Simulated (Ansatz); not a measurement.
# InSe: the cost of one run

Method: DFT PBE+D3(BJ), scalar-relativistic, plane waves, PAW, in Ansatz 0.2.0.

A COD entry behind a cell of this session may itself be a prediction, so a difference from it is no test against experiment.

7 further runs of the same task are left out: 7 set aside as unsound or not needed.

## 1. The structure to begin with

It takes space group P-1 (No. 2, triclinic). The conventional cell has a = 4.027 Å, b = 4.027 Å, c = 28.271 Å, α = 90.00°, β = 90.00°, γ = 120.00°. Around Se (site symmetry 1) lie 3 In at 2.66 Å. Around In (site symmetry 1) lie 3 Se at 2.66 Å and 1 In at 2.79 Å.

As a file:

```xyz
8
Lattice="4.0266 0.0000 0.0000 -2.0133 3.4871 0.0000 0.0000 0.0000 28.2707" Properties=species:S:1:pos:R:3 pbc="T T T"
Se    0.0000    0.0000    4.5000
In    2.0133    1.1624    5.7954
In    2.0133    1.1624    8.5899
Se    0.0000    0.0000    9.8854
Se   -0.4474    0.7749   12.9954
In   -2.4607   -0.3875   14.2908
In   -2.4607   -0.3875   17.0853
Se   -0.4474    0.7749   18.3807
```

This is the geometry of the first run shown, built on a cell relaxed beforehand with the same method.

## 2. The scan

Atoms count from 1 in the order of the input.

The upper layer of a bilayer is slid over the lower one; relaxed at each slide: nothing; the origin of the map has Se5 above Se4; the distance between the facing planes is held at 3.11 Å.

The axes are (1) slide of the upper layer along the first cell vector, from Se5 above Se4: 9 values from 0.000 to 0.889, periodic; (2) slide of the upper layer along the second cell vector, from Se5 above Se4: 9 values from 0.000 to 0.889, periodic.

Nothing else is relaxed. Points are written as (first, second).

The two vectors of the plane (Å): (4.027, 0.000, 0.000); (-2.013, 3.487, 0.000).

## 3. Point (0/9, 2/9) of the map's two axes

The cell repeats along c, and a dipole correction in the vacuum removes the field between the copies.

input.yaml reads:

```yaml
crystal:
  lattice:
    - [4.0266103962, 0.0, 0.0]
    - [-2.0133051981, 3.4871468942, 0.0]
    - [0.0, 0.0, 28.270710502]
  atoms:
    - { symbol: Se, position: [0.0, 0.0, 0.1591753415] }
    - { symbol: In, position: [0.6666666667, 0.3333333333, 0.204997989] }
    - { symbol: In, position: [0.6666666667, 0.3333333333, 0.3038451602] }
    - { symbol: Se, position: [0.0, 0.0, 0.349667733] }
    - { symbol: Se, position: [0.0, 0.2222222222, 0.4596755801] }
    - { symbol: In, position: [-0.6666666667, -0.1111111111, 0.5054982276] }
    - { symbol: In, position: [-0.6666666667, -0.1111111111, 0.6043453988] }
    - { symbol: Se, position: [0.0, 0.2222222222, 0.6501679716] }
basis:
  ecutwfc: 420
kpoints:
  mp_grid: { grid: [9, 9, 1] }
hamiltonian:
  xc: pbe
  pseudopotentials: { kind: paw, azcp: { folder: soft_1 } }
  dispersion: d3bj
scf:
  occupations: { method: gaussian, width: 0.05 }
output:
  forces: true
  eigenvalues: true
efield:
  axis: 3
  dipole_correction: true
  ramp_width: 0.04
```

Launch:

```sh
$ ansatz run input.yaml --threads 1 --pin off --max-ram 3072MiB --backend cpu --events-out ev --progress --plain --runs-dir out
```

Q: Estimate wall time and peak memory on 1 thread of AMD EPYC 9R45 (Zen 5), shared host.

About 42 s, with a peak of 1.1 GiB.
